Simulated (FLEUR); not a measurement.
The system is C.

```
C
1.0
     2.52210    0.00000    0.00000
    -1.26105    2.18420    0.00000
     0.00000    0.00000   12.35570
C
12
Direct
  0.66667 0.33333 0.35417
  0.33333 0.66667 0.85417
  0.66667 0.33333 0.14583
  0.33333 0.66667 0.64583
  0.66667 0.33333 0.47917
  0.33333 0.66667 0.97917
  0.66667 0.33333 0.02083
  0.33333 0.66667 0.52083
  0.00000 0.00000 0.81250
  0.00000 0.00000 0.31250
  0.00000 0.00000 0.68750
  0.00000 0.00000 0.18750
```

This is a hexagonal form of diamond, not graphite.

Base run:

- Program: FLEUR MaX-R8.1 (later development tree)
- Functional: LDA (Perdew-Zunger)
- Potentials or basis: all-electron
- Basis: FLAPW
- Kmax: 5.33 1/bohr
- k mesh: 12 × 12 × 3
- Occupations: fermi-dirac, width 0.05 eV
- Spin: no spin polarisation

Its results: band gap on the k mesh 4.35 eV, indirect (least direct gap 5.25 eV).

Q: The run is repeated on the same cell with these changes: functional from LDA (Perdew-Zunger) to LDA (Wigner correlation). What comes out?

A: Band gap on the k mesh 4.28 eV, indirect (least direct gap 5.22 eV).
